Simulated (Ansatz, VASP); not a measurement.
## CaO in VASP and in Ansatz

```xyz
2
Lattice="0.0000 2.4126 2.4126 2.4126 0.0000 2.4126 2.4126 2.4126 0.0000" Properties=species:S:1:pos:R:3 pbc="T T T"
Ca    0.0000    0.0000    0.0000
O     2.4126    2.4126    2.4126
```

Alike in both runs: functional PBE; k mesh 8 × 8 × 8; occupations gaussian, width 0.1 eV; no spin polarisation.

Ansatz relaxed the structure, and its values are those at the end. VASP's run is a single point on that final structure, the one shown.

|  | VASP | Ansatz |
| --- | --- | --- |
| version | VASP 6.6.1 | Ansatz 0.2.0 |
| potentials or method | VASP PAW PBE potentials, release 64 (Ca_sv, O) | scalar-relativistic, plane waves, PAW |
| plane-wave cutoff (eV) | 520 | 420 |
| valence electrons in the cell | 16 | 16 |

VASP gave:

| Quantity | Value |
| --- | --- |
| gap on the k mesh at the Fermi level (eV) | 3.64 |
| least direct gap on the mesh (eV) | 4.01 |
| pressure (GPa) | 0.9 |

Task: What did Ansatz give for the same quantities?

Result: gap on the k mesh at the Fermi level (eV): 3.66; least direct gap on the mesh (eV): 4.03; pressure (GPa): 0.4.

The functional is the same, so the differences come from potentials, cutoffs and numerics.

A k mesh can miss the band edges.
